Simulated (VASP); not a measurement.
The system is SnO2 (Cassiterite).

```
CELL_PARAMETERS angstrom
4.73800 0.00000 0.00000
0.00000 4.73800 0.00000
0.00000 0.00000 3.18650
ATOMIC_POSITIONS crystal
Sn 0.00000 0.00000 0.00000
Sn 0.50000 0.50000 0.50000
O 0.30710 0.30710 0.00000
O 0.19290 0.80710 0.50000
O 0.69290 0.69290 0.00000
O 0.80710 0.19290 0.50000
```

| Property | Result |
| --- | --- |
| Program | VASP 6.6.1 |
| Task | relaxation of cell and atoms |
| Functional | PBE |
| Potentials or basis | VASP PAW PBE potentials, release 64 (Sn_d, O) |
| Cutoff | 600 eV |
| k mesh | 6 × 6 × 8 |
| Occupations | gaussian, width 0.03 eV |
| Spin | no spin polarisation |

At the start: pressure 11.6 GPa; volume 11.92 Å³/atom.

**Question.** How do energy, volume and symmetry change on relaxing?

**Answer.** Over 8 steps the energy falls by 23.7 meV/atom and the volume is 12.61 Å³/atom (+5.8 %); space group P4_2/mnm (No. 136, to 0.05 Å).

Step by step:
| step | energy change (eV) | largest force (eV/Å) | pressure (GPa) | volume (Å³) |
| --- | --- | --- | --- | --- |
| 1 | 0.0000 | 0.2935 | 11.61 | 71.53 |
| 2 | 0.0636 | 0.3605 | -10.52 | 80.85 |
| 3 | -0.1403 | 0.0638 | 0.00 | 75.51 |
| 4 | -0.1403 | 0.0579 | 0.21 | 75.43 |
| 5 | -0.1420 | 0.0032 | 0.10 | 75.57 |
| 6 | -0.1421 | 0.0194 | 0.06 | 75.63 |
| 7 | -0.1422 | 0.0006 | -0.12 | 75.68 |
| 8 | -0.1422 | 0.0043 | -0.04 | 75.67 |

Final structure:
```cif
data_structure
_symmetry_space_group_name_H-M 'P 1'
_symmetry_Int_Tables_number 1
_cell_length_a 4.8303
_cell_length_b 4.8303
_cell_length_c 3.2433
_cell_angle_alpha 90.000
_cell_angle_beta 90.000
_cell_angle_gamma 90.000
_cell_volume 75.67
loop_
_atom_site_label
_atom_site_type_symbol
_atom_site_fract_x
_atom_site_fract_y
_atom_site_fract_z
_atom_site_occupancy
Sn1 Sn 0.00000 0.00000 0.00000 1
Sn2 Sn 0.50000 0.50000 0.50000 1
O1 O 0.30658 0.30658 0.00000 1
O2 O 0.19342 0.80658 0.50000 1
O3 O 0.69342 0.69342 0.00000 1
O4 O 0.80658 0.19342 0.50000 1
```
